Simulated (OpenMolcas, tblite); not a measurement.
CHF3 (trifluoromethane): methods side by side

The species is CHF3 (5 atoms), meant as a singlet with charge 0. As SMILES, `FC(F)F`. Geometry: relaxed at PBE0-D4/def2-TZVP.

Quantity: the dipole moment, in D. The values are calculated.

**What was measured.** NIST CCCBDB gives the dipole moment of the gas as 1.65 D.

```json
{"level": "GFN2-xTB", "kind": "semi-empirical", "program": "tblite", "value (D)": "2.13", "computed − measured": "+0.48", "CPU time": "under 2 s"}
{"level": "HF/def2-SVPD", "kind": "Hartree–Fock", "program": "OpenMolcas", "value (D)": "1.86", "computed − measured": "+0.21", "CPU time": "11 s"}
{"level": "SVWN5/def2-SVPD", "kind": "LDA", "program": "OpenMolcas", "value (D)": "1.55", "computed − measured": "-0.10", "CPU time": "21 s"}
{"level": "revPBE/def2-SVPD", "kind": "GGA", "program": "OpenMolcas", "value (D)": "1.49", "computed − measured": "-0.16", "CPU time": "29 s"}
{"level": "TPSS/def2-SVPD", "kind": "meta-GGA", "program": "OpenMolcas", "value (D)": "1.54", "computed − measured": "-0.11", "CPU time": "43 s"}
{"level": "BHLYP/def2-SVPD", "kind": "global hybrid", "program": "OpenMolcas", "value (D)": "1.74", "computed − measured": "+0.09", "CPU time": "26 s"}
```

Nearest: BHLYP/def2-SVPD (+0.09 D); farthest: GFN2-xTB (+0.48 D). The measured dipole is a vibrational average, so differences of a few hundredths of a debye mean little. Computed less measured by kind, in D (def2-SVPD rows): semi-empirical +0.48; Hartree–Fock +0.21; LDA -0.10; GGA -0.16; meta-GGA -0.11; global hybrid +0.09. Times are those of the runs behind each value, whatever else they computed, on shared processors of several kinds: orders of magnitude only.
